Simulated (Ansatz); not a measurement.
SnO2: symmetry broken, then relaxed

These are results of DFT LDA, scalar-relativistic, plane waves, PAW in Ansatz, not measurements. Settings: plane waves to 420 eV, k-mesh 6×8×4 (Γ-centred), Gaussian smearing 0.05 eV. No spin polarisation. Energies are free energies at this smearing, counted from the undisturbed cell; pressure is positive in compression.

Reference structure (relaxed at this level; this form isn't the usual structure):

```yaml
crystal:
  lattice:
    - [5.23226, 0.00000, 0.00000]
    - [0.00000, 3.45525, 0.00000]
    - [0.00000, 0.00000, 7.02275]
  atoms:
    - { symbol: Sn, position: [0.76337, 0.25000, 0.41609] }
    - { symbol: Sn, position: [0.23663, 0.75000, 0.58391] }
    - { symbol: Sn, position: [0.73663, 0.75000, 0.91609] }
    - { symbol: Sn, position: [0.26337, 0.25000, 0.08391] }
    - { symbol: O, position: [0.47678, 0.75000, 0.13909] }
    - { symbol: O, position: [0.62328, 0.75000, 0.60840] }
    - { symbol: O, position: [0.52322, 0.25000, 0.86091] }
    - { symbol: O, position: [0.37672, 0.25000, 0.39160] }
    - { symbol: O, position: [0.02322, 0.25000, 0.63909] }
    - { symbol: O, position: [0.87672, 0.25000, 0.10840] }
    - { symbol: O, position: [0.12328, 0.75000, 0.89160] }
    - { symbol: O, position: [0.97678, 0.75000, 0.36091] }
```

The atoms are displaced (Å, in the unstrained cell):

```csv
atom,ux,uy,uz
Sn1,0.113,-0.114,-0.006
Sn2,0.081,0.198,-0.087
Sn3,-0.195,0.069,0.118
Sn4,-0.066,0.031,-0.163
O5,0.019,0.025,0.065
O6,-0.015,-0.149,-0.037
O7,0.037,-0.017,0.195
O8,0.065,0.013,0.061
O9,-0.173,-0.118,0.204
O10,0.022,0.131,-0.012
O11,0.240,-0.112,-0.219
O12,-0.128,0.043,-0.120
```

Cell and atoms are then relaxed.

**Question.** Does the relaxation return to the undisturbed structure?

**Answer.** Yes (up to a choice of domain or origin): same space group and volume, and an energy 0.0 meV/atom from it. The disturbance itself cost 270.1 meV/atom. The final space group reads Pnma (tolerance 0.05 Å) and the volume changes by -0.03 %.

Final structure:

```
CELL_PARAMETERS angstrom
5.23302 0.00000 -0.00002
0.00000 3.45430 0.00000
-0.00003 0.00000 7.02185
ATOMIC_POSITIONS crystal
Sn 0.76332 0.25000 0.41614
Sn 0.23668 0.75000 0.58386
Sn 0.73668 0.75000 0.91614
Sn 0.26332 0.25000 0.08386
O 0.47682 0.75000 0.13916
O 0.62330 0.75000 0.60837
O 0.52317 0.25000 0.86083
O 0.37670 0.25000 0.39162
O 0.02318 0.25000 0.63916
O 0.87670 0.25000 0.10837
O 0.12330 0.75000 0.89162
O 0.97682 0.75000 0.36084
```

The relaxation, step by step (energy from the first step; small jumps at an unchanged geometry come where the plane waves are selected anew for the new cell):

| step | ΔE (meV/atom) | largest force component (eV/Å) | pressure (GPa) |
| --- | --- | --- | --- |
| 1 | 0.0 | 5.174 | 10.59 |
| 2 | -197.6 | 2.596 | 0.45 |
| 3 | -265.5 | 0.191 | 5.77 |
| 4 | -266.6 | 0.263 | -3.38 |
| 5 | -270.3 | 0.021 | 0.05 |
| 6 | -270.2 | 0.004 | 0.01 |
| 7 | -270.1 | 0.004 | 0.05 |
| 8 | -270.0 | 0.000 | 0.00 |
| 9 | -270.1 | 0.000 | 0.01 |

Cost: 3 runs of about 34 core-minutes in all, on AMD EPYC (Zen 3) (shared hosts).